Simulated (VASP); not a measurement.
Write the native input for VASP 6.6.1 that does the following.

| Quantity | Value |
| --- | --- |
| Task | single point |
| Functional | PBE |
| Potentials or basis | VASP PAW PBE potentials, release 64 (Cd) |
| Cutoff | 520 eV |
| k mesh | 9 × 9 × 9, shifted |
| Occupations | methfessel-paxton, width 0.3 eV |
| Spin | no spin polarisation |
| Dipole correction | no |
| Further INCAR settings | ALGO = Fast; EDIFF = 1e-06; NBANDS = 12 |

The structure of Cd lies in POSCAR:

```
Cd
1.0
   -1.7843220000      1.7843220000      1.7843220000
    1.7843220000     -1.7843220000      1.7843220000
    1.7843220000      1.7843220000     -1.7843220000
Cd
1
Direct
    0.0000000000      0.0000000000      0.0000000000
```

This isn't the form of Cd at room conditions, which is hcp.

One way to write it, as run:

INCAR

```
SYSTEM = Cd
ALGO     = Fast           ! electronic algorithm
EDIFF    = 1E-6           ! SCF threshold, eV
ENCUT    = 520            ! plane-wave cutoff, eV
GGA      = PE             ! functional
ISIF     = 2              ! what is computed and relaxed
ISMEAR   = 1              ! smearing method
LASPH    = .TRUE.         ! aspherical terms in the spheres
LCHARG   = .FALSE.        ! write CHGCAR
LREAL    = .FALSE.        ! projectors in reciprocal space
LWAVE    = .FALSE.        ! write WAVECAR
NBANDS   = 12             ! bands
NELM     = 100            ! most SCF steps
PREC     = Accurate       ! precision mode
SIGMA    = 0.3            ! smearing width, eV
```

KPOINTS

```
Automatic mesh
0
Gamma
  9 9 9
  0.5 0.5 0.5
```

Potentials or basis: VASP PAW PBE potentials, release 64 (Cd).

Run with:

```console
$ cat potpaw_PBE.64/Cd/POTCAR > POTCAR
$ mpirun -np 1 vasp_std > vasp.out
```

Results of the run:

The pressure is 1.4 GPa. The band gap on the k mesh is none (metal or under the smearing width).

Wall time 5.4 s on 1 thread of Intel(R) Xeon(R) 6975P-C (Granite Rapids), with other jobs on the host, peak memory 0.13 GiB.
